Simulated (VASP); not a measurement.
The system is LiH.

```
CELL_PARAMETERS angstrom
0.00000 2.03675 2.03675
2.03675 0.00000 2.03675
2.03675 2.03675 0.00000
ATOMIC_POSITIONS crystal
Li 0.00000 0.00000 0.00000
H 0.50000 0.50000 0.50000
```

Base run:

- Program: VASP 6.6.1
- Functional: PBE0
- Potentials or basis: VASP PAW PBE potentials, release 64 (Li_sv, H)
- Cutoff: 520 eV
- k mesh: 8 × 8 × 8
- Occupations: gaussian, width 0.02 eV
- Spin: no spin polarisation

Its results: band gap on the k mesh 4.68 eV, direct.

Task: After a change of settings the same cell gave: band gap on the k mesh 4.01 eV, direct. Which change was it?
A. functional from PBE0 to HSE03
B. functional from PBE0 to r2SCAN-EpsX
C. functional from PBE0 to HSE06

Result: C.
